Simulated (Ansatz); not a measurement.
# How Hf₂Si stores the work of compression

Computed with Ansatz 0.2.0, DFT r2SCAN, scalar-relativistic, plane waves, PAW. Run with 500 eV cutoff, 10×10×10 k-mesh, Gaussian smearing of 0.10 eV, no spin polarisation.

Starting point, cell and atoms relaxed:

```
Hf Si
1.0
    -3.27980    3.27980    2.58382
     3.27980   -3.27980    2.58382
     3.27980    3.27980   -2.58382
Hf Si
4 2
Cartesian
  1.0269 2.2529 2.5838
  2.2529 -1.0269 2.5838
  2.2529 1.0269 0.0000
  1.0269 4.3067 0.0000
  0.0000 0.0000 3.8757
  0.0000 0.0000 1.2919
```

Cell and atoms were relaxed at each target pressure within the start's symmetry (I4/mcm), at zero temperature; other phases can be more stable under pressure. H = E + PV with P the target; E is the free energy at the smearing used, whose derivative the pressure is, per atom and counted from zero pressure.

Spin–orbit coupling is left out, which can shift energies with elements as heavy as these.

```json
{"P (GPa)": "0", "V (Å³/atom)": "18.530", "E − E0 (meV)": "0.0", "H − H0 (meV)": "0.0"}
{"P (GPa)": "1", "V (Å³/atom)": "18.406", "E − E0 (meV)": "0.4", "H − H0 (meV)": "115.3"}
{"P (GPa)": "4", "V (Å³/atom)": "18.057", "E − E0 (meV)": "5.8", "H − H0 (meV)": "456.6"}
{"P (GPa)": "12", "V (Å³/atom)": "17.257", "E − E0 (meV)": "45.0", "H − H0 (meV)": "1337.5"}
```

Question: Thermodynamics gives dH/dP = V along a relaxed path. Integrate V over P by the trapezoid rule and compare with the computed enthalpies.

Answer: With 1 eV/Å³ = 160.22 GPa, each step adds the mean volume times ΔP / 160.22:
```tsv
P (GPa)	∫V dP (meV)	H − H0 (meV)	difference (meV)
1	115.3	115.3	0.0
4	456.6	456.6	0.1
12	1338.3	1337.5	0.8
```

V(P) curves upward, so the trapezoid rule runs high; integrating a smooth curve through the same points (P as a polynomial of degree 3 in ln V) puts that excess at about 0.8 meV at 12 GPa, against the 0.8 meV found.

Question: At 12 GPa, how much of the enthalpy change is stored energy and how much is the PV term?

Answer: E rises by 45 meV/atom and PV is 12 × 17.257 / 160.22 = 1293 meV/atom, so PV makes 97 % of ΔH. So between rival structures at high pressure a small difference in volume can outweigh the difference in energy: 1 % of this volume is worth 12.9 meV/atom at this pressure.

Question: What bulk modulus do the lowest pressures give?

Answer: From the pressures that the runs reached, -1.00 GPa (18.657 Å³) and 0.99 GPa (18.406 Å³), B = −ΔP/Δln V = 1.99 / 0.0135 = 147 GPa, a mean over that range.